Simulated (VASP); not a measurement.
# Si: relaxation of cell and atoms with LDA

Si:

```
CELL_PARAMETERS angstrom
0.00000 2.72185 2.72185
2.72185 0.00000 2.72185
2.72185 2.72185 0.00000
ATOMIC_POSITIONS crystal
Si 0.50000 0.50000 0.50000
Si 0.75000 0.75000 0.75000
```

```
Program                : VASP 6.6.1
Task                   : relaxation of cell and atoms
Functional             : LDA
Potentials or basis    : VASP PAW LDA potentials, release 64 (Si)
Cutoff                 : 600 eV
k mesh                 : 8 × 8 × 8
Occupations            : fermi-dirac, width 0.05 eV
Spin                   : no spin polarisation
Further INCAR settings : ALGO = Normal; EDIFF = 1e-06; IBRION = 2; EDIFFG = -0.01; NSW = 60; ISIF = 3
```

```json
{"Relaxed volume": "19.72 Å³/atom", "Relaxed cell": "a = 3.821 Å, b = 3.821 Å, c = 3.821 Å, α = 60.00°, β = 60.00°, γ = 60.00°", "Space group after relaxing (to 0.05 Å)": "Fd-3m (No. 227)", "Energy gained by relaxing": "3.0 meV/atom", "Ionic steps": "3", "Pressure after relaxing": "0.0 GPa", "Band gap on the k mesh": "0.49 eV, indirect (least direct gap 2.53 eV)"}
```

Step by step:
```
step  energy change (eV)  largest force (eV/Å)  pressure (GPa)  volume (Å³)
   1              0.0000                0.0000           -2.07        40.33
   2             -0.0030                0.0000            1.55        38.83
   3             -0.0059                0.0000            0.00        39.44
```

Final structure:
```
CELL_PARAMETERS angstrom
0.00000 2.70158 2.70158
2.70158 0.00000 2.70158
2.70158 2.70158 0.00000
ATOMIC_POSITIONS crystal
Si 0.50000 0.50000 0.50000
Si 0.75000 0.75000 0.75000
```

Levels at points of the mesh, in eV from the valence-band top:
```
           k point  band 2  band 3  band 4  band 5  band 6  band 7
(0.00, 0.00, 0.00)    0.00    0.00    0.00    2.53    2.53    2.53
(0.50, 0.00, 0.00)   -7.06   -1.21   -1.21    1.48    3.28    3.28
(0.50, 0.50, 0.00)   -7.86   -2.89   -2.89    0.57    0.57   10.11
```

It took 14 s on 1 thread of Intel(R) Xeon(R) Platinum 8488C (Sapphire Rapids) (shared host), peak memory 0.14 GiB.

A k mesh can miss the band edges.
